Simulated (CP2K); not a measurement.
The system is TaN.

```
Ta N
1.0
     3.05000    0.00000    0.00000
    -1.52500    2.64138    0.00000
     0.00000    0.00000    4.94000
Ta N
2 2
Direct
  0.33333 0.66667 0.00000
  0.66667 0.33333 0.50000
  0.33333 0.66667 0.38500
  0.66667 0.33333 0.88500
```

```yaml
Program: CP2K 2026.2
Task: single point
Functional: PBE
Potentials_or_basis: POTENTIAL_UZH Ta GTH-PBE-q13, N GTH-PBE-q5; TZVP-MOLOPT-PBE-GTH basis
Density_cutoff: 6123 eV
k_mesh: 10 × 10 × 6
Occupations: fermi-dirac, width 0.05 eV
Spin: no spin polarisation
```

On this cell: pressure 128.0 GPa; largest force 2.317 eV/Å; band gap on the k mesh none (metal or under the smearing width).

The same run follows on a disturbed copy (atoms moved at random, drawn with an rms of 0.05 Å):

```
Ta N
1.0
     3.05000    0.00000    0.00000
    -1.52500    2.64138    0.00000
     0.00000    0.00000    4.94000
Ta N
2 2
Direct
  0.33436 0.66716 0.00517
  0.65339 0.32095 0.48991
  0.31934 0.65139 0.38280
  0.67474 0.32995 0.88397
```

Problem. What changes?

Solution. The energy (extrapolated to zero smearing) moves by +19.3 meV/atom; pressure 128.8 GPa; largest force 3.452 eV/Å; band gap on the k mesh none (metal or under the smearing width).

Forces in eV/Å, atoms in the order of the input:
```
Ta   0.719 -0.378  1.168
Ta   0.157 -0.119  3.278
N   -0.104  0.204 -1.078
N   -0.762  0.286 -3.355
```

Stress tensor (GPa, compression positive):
```
136.76   3.08   2.08
  3.08 138.08  -1.24
  2.08  -1.24 111.60
```

Caveats: the basis of atomic orbitals isn't converged, which shifts pressures, moduli and gaps; a pressure of tens of GPa on the cell as given is suspect, and the run, the potentials or the cell itself is likely at fault (some runs); forces of over 1 eV/Å show positions far from the minimum, so gaps and moduli don't describe the material at rest (some runs); the cell as given lies far from equilibrium (some runs).
